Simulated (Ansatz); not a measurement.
Runs of Ansatz 0.2.0 on Si2Mo. Symmetry: I4/mmm, No. 139, tetragonal system. The conventional cell has a = 3.200 Å, b = 3.200 Å, c = 7.861 Å, α = 90.00°, β = 90.00°, γ = 90.00°. Mo (site symmetry 4/mmm) has 10 Si at 2.62 Å as nearest neighbours. Si (site symmetry 4mm) is surrounded by 5 Si at 2.61 to 2.63 Å and 5 Mo at 2.62 Å. 

| task | level | potentials or basis | spin | U | cell | k mesh | cutoff (eV) | smearing | hubbard projectors | double counting | mesh quality | gap on the mesh (eV) | pressure (GPa) | largest force (eV/Å) |
| --- | --- | --- | --- | --- | --- | --- | --- | --- | --- | --- | --- | --- | --- | --- |
| ladder of functionals | revPBE+U | Ansatz NC | off | Mo d U = 4 eV | volume scaled by 0.96 | 12 × 12 × 12 | 1088 | fermi-dirac 0.01 eV | all-electron-atomic | fll (the default) | not flagged | none | 5.5 | (a) |
| single point | BLYP | Ansatz PAW polarizable | collinear, program default start | - | volume scaled by 1.25 | 12 × 12 × 12 | 420 | methfessel-paxton 0.1 eV | - | - | not flagged | none | (b) | 0.60 |
| phonons | PBEsol+D3(BJ) | Ansatz PAW | off | - | as given | 10 × 10 × 10 | 420 | methfessel-paxton 0.1 eV | - | - | not flagged | none | - | - |
| single point | r2SCAN0 | Ansatz PAW | off | - | as given | 6 × 6 × 6 | 500 | fermi-dirac 0.1 eV | - | - | coarse | none | -6.4 | 0.53 |

Question: Fill in the values left out.

Answer: (a) 0.68; (b) -19.4.

Caveats: some runs use coarse meshes; the PAW data sets come from PBE, with cores solved anew for the run's functional, which leaves a small shift of forces and pressure (some runs); the potentials were made for another functional, which shifts forces and pressure (some runs); U without spin polarisation on a metal has little footing (some runs); the U is typed as a test and isn't derived for this compound (some runs); pairwise dispersion overbinds metals, which lowers pressure and volume (some runs); the thresholds are loose for stress (some runs).

A k mesh can miss the band edges, and the runs leave out spin-orbit coupling on Mo.

A gap of «none» marks a metal or a gap under the smearing width.
